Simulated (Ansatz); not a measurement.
Trial structure of HfC, not yet relaxed:

```xyz
2
Lattice="3.3799 0.0000 0.0000 -1.6899 2.9270 0.0000 0.0000 0.0000 3.3408" Properties=species:S:1:pos:R:3 pbc="T T T"
Hf    0.0000    1.9514    0.0000
C     1.6899    0.9757    1.6704
```

All numbers below come from DFT PBE, scalar-relativistic, plane waves, PAW (Ansatz 0.2.0). Plane waves to 420 eV, a k mesh through Γ of 6×6×6 on the computed 2-atom cell and Gaussian smearing (0.10 eV); no spin polarisation.

Formation energies are uncorrected and refer to the elements' standard structures at the same level.

Question: What does a single point on this coarse mesh give?

Answer: The pressure is -29.8 GPa (the mean over three directions, positive in compression), the largest force is 0.00 eV/Å (symmetry fixes the atoms), and the energy is +0.35 eV/atom against the elements. The shortest distance is 2.57 Å.

Question: Is it a good guess?

Answer: A rough one: relaxing gains about 0.50 eV/atom (the start's value is from the coarse mesh, so the gain is rough) in 17 ionic steps and ends at −0.15 eV/atom on the finer mesh. The symmetry stays P-6m2 (No. 187). The end has the tungsten carbide type. The volume per atom shrinks by 20.1 %, from 16.5 to 13.2 Å³. The shortest distance goes from 2.57 Å (Hf–C) to 2.37 Å (Hf–C). Conventional cell: a = 3.235 Å, c = 2.914 Å. Hf is surrounded by 6 C at 2.37 Å and 2 Hf at 2.91 Å; C has 6 Hf at 2.37 Å.

The last run used an 18×18×18 mesh for its 2-atom cell and Gaussian smearing of 0.10 eV. These runs have no spin–orbit coupling, which can matter for Hf. The reference form of C is held partly by dispersion forces, which this level lacks. The relaxation can't lower the symmetry of the start, and the grade says only how near the guess is to its own end. A structure relaxed within its symmetry needn't be a true minimum. Another cell of HfC relaxed alike, in F-43m, lies 128 meV/atom lower, so this cell isn't the stable form at this level.
